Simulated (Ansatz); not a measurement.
# C: the cost of one run

Computed with Ansatz 0.2.0 (DFT PBE, scalar-relativistic, plane waves, PAW, unless a step's input says otherwise).

2 further runs of the same task are left out: 2 set aside as unsound or not needed. Runs told in other sessions of the task aren't counted.

## Step 1: The starting structure

It takes space group P6/mmm (No. 191, hexagonal). The conventional cell has a = 2.466 Å, b = 2.466 Å, c = 8.521 Å, α = 90.00°, β = 90.00°, γ = 120.00°. Around C (site symmetry -6m2) lie 3 C at 1.42 Å.

As a file:

```xyz
2
Lattice="2.4664 0.0000 0.0000 -1.2332 2.1359 0.0000 0.0000 0.0000 8.5215" Properties=species:S:1:pos:R:3 pbc="T T T"
C     0.0000    1.4239    0.0000
C     1.2332    0.7120    0.0000
```

It goes back to an entry of the Materials Project, which need not be the stable form.

This cell was relaxed beforehand with the same method: volume 22.45 Å³/atom, gap on the mesh none (metal).

## Step 2: Bulk reference on the slab's mesh

input.yaml

```yaml
crystal:
  lattice:
    - [2.4663511032, 0.0, 0.0]
    - [-1.2331755516, 8.7850943595, 0.0]
    - [1.2331755516, 0.5193075494, 2.0718314343]
  atoms:
    - { symbol: C, position: [0.3333333333, 0.0, 0.3333333333] }
    - { symbol: C, position: [0.6666666667, 0.0, 0.6666666667] }
basis:
  ecutwfc: 420
kpoints:
  mp_grid: { grid: [14, 4, 16] }
hamiltonian:
  xc: pbe
scf:
  occupations: { method: gaussian, width: 0.1 }
output:
  forces: true
  stress: true
  eigenvalues: true
```

On the command line:

```
> ansatz run input.yaml --threads 1 --pin off --max-ram 2560MiB --backend cpu --events-out ev --progress --plain --runs-dir out
```

What time and memory should one allow on 1 thread of Intel Xeon at 2.70GHz, shared host?

About 8.1 s, with a peak of 0.46 GiB.
